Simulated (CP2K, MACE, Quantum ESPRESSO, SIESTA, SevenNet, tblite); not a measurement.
# Bulk modulus two ways: rock-salt ZrC, displaced supercell (64 atoms), tblite GFN1-xTB

The cell holds 64 atoms (32 Zr and 32 C). Recipe: rock-salt ZrC (a = 4.698 Å), 2 x 2 x 2 conventional cells; every coordinate displaced by a Gaussian of 0.02 Å.

Calculated with tblite 0.8.0: tblite GFN1-xTB, tight binding with its own dispersion term; k-points Γ. The cell is scaled evenly by ±3 % in volume, with fractional positions held.

```
volume (Å³/atom)  energy less the middle row's (meV/atom)  pressure (GPa)
          12.572                                   56.611          26.515
          12.961                                    0.000          20.329
          13.350                                  -42.856          15.179
```

**Question.** Find the bulk modulus at the middle volume from the pressures and from the energies, and check the printed pressure against the slope of the energy (1 meV/Å³ = 0.16022 GPa).

Worked:

The step is h = 0.3888 Å³. From pressures: B = −V dP/dV = 12.961 × (26.515 − (15.179)) / (2 × 0.3888) = 189 GPa.

From energies: B = V d²E/dV² = 12.961 × (56.611 + (-42.856)) / 0.3888² = 1179 meV/Å³ = 189 GPa.

Slope: P = −dE/dV = −(-42.856 − (56.611)) / (2 × 0.3888) = 128 meV/Å³ = 20.49 GPa, against 20.33 GPa printed.

The two moduli agree within 0 %.

A central difference over ±3 % overstates P by about B(1 + B′)(0.03)²/6, some 0.14 GPa for B′ = 4.

Limits: three points, a static cell at zero temperature, the cell shape held; the modulus is that at 20.3 GPa, not at zero pressure.

[Logs are printed without paths, hosts, clocks, repeated set-up lines and the standing remarks that a program may print on its own settings, such as how far it seeks lower states.]

[Hosts, paths, dates, database ids (printed as entryN), source tags and the programs' standing remarks are cut or masked in the printed files.]
